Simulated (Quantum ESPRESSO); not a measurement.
**Sn in Quantum ESPRESSO: the effect of functional**

The system is Sn.

```
Sn
1.0
    -1.89465    1.89465    1.89465
     1.89465   -1.89465    1.89465
     1.89465    1.89465   -1.89465
Sn
1
Direct
  0.00000 0.00000 0.00000
```

This isn't the form of Sn at room conditions, which is tetragonal (white tin).

Alike in all runs:

- Program: Quantum ESPRESSO 7.5
- Task: phonons
- Cutoff: 925 eV
- Density cutoff: 7401 eV
- k mesh: 7 × 7 × 7
- Occupations: cold, width 0.2 eV
- Spin: no spin polarisation

Each run relaxes the cell or the atoms first.

```csv
functional,potentials or basis,relaxed volume (Å³/atom),highest phonon frequency (cm⁻¹)
LDA,GBRV 1.5 LDA,25.49,97
PBEsol,GBRV 1.5 PBEsol,26.18,97
revPBE,GBRV 1.5 PBE,28.28,86
WC,GBRV 1.5 PBE,26.33,95
BLYP,GBRV 1.5 PBE,30.46,78
vdW-DF-cx,GBRV 1.5 PBE,?,?
```

Task: What does the run with functional vdW-DF-cx give?

Result: Relaxed volume 26.47 Å³/atom; highest phonon frequency 96 cm⁻¹.

Caveats: the mesh is thin for the phonons of a metal; the q point doesn't lie on the k mesh, which can shift a metal's frequencies strongly unless the mesh is converged; the potentials were made for another functional, which shifts forces and pressure (some runs).

Runs at the PBE level aren't shown here.
